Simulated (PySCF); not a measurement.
PbS (Galena) under changes of volume

One of the cells (26.086 Å³/atom); the others are scaled copies at fixed shape and fractional positions:

```
Pb S
1.0
     0.00000    2.96575    2.96575
     2.96575    0.00000    2.96575
     2.96575    2.96575    0.00000
Pb S
1 1
Direct
  0.00000 0.00000 0.00000
  0.50000 0.50000 0.50000
```

```yaml
Program: PySCF 2.14.0
Functional: PBEsol
Potentials_or_basis: DZVP-MOLOPT-SR/GTH-PBE (potentials made for PBE)
k_mesh: 6 × 6 × 6
Occupations: fermi-dirac, width 0.05 eV
Spin: no spin polarisation
```

| volume (Å³/atom) | energy over the lowest point (meV/atom) | gap on the mesh (eV) |
| --- | --- | --- |
| 24.521 | 27.16 | 0.00 |
| 25.042 | ? | ? |
| 25.564 | 5.10 | 0.16 |
| 26.086 | 0.59 | 0.24 |
| 26.607 | 0.00 | 0.30 |
| 27.129 | 2.98 | 0.36 |
| 27.651 | 9.20 | 0.42 |

**Question.** What does the run at 25.042 Å³/atom give?

**Answer.** Energy over the lowest point 13.87 meV/atom; gap on the mesh 0.09 eV.

Worked out: A Birch-Murnaghan fit of order 3 (a polynomial in V^(-2/3)) to the other rows has its minimum at 26.43 Å³/atom with B0 = V·E''(V) = 57 GPa and B' = 3.4. It gives 13.82 meV/atom at 25.042 Å³/atom, against the run's 13.87.

Energies are extrapolated to zero smearing.

Caveats: the potentials were made for another functional, which shifts forces and pressure; spin-orbit coupling is left out, which as a rule narrows the gap of such compounds by several tenths of an eV; the basis of atomic orbitals isn't converged, which shifts pressures, moduli and gaps.

A mesh can miss the band edges.
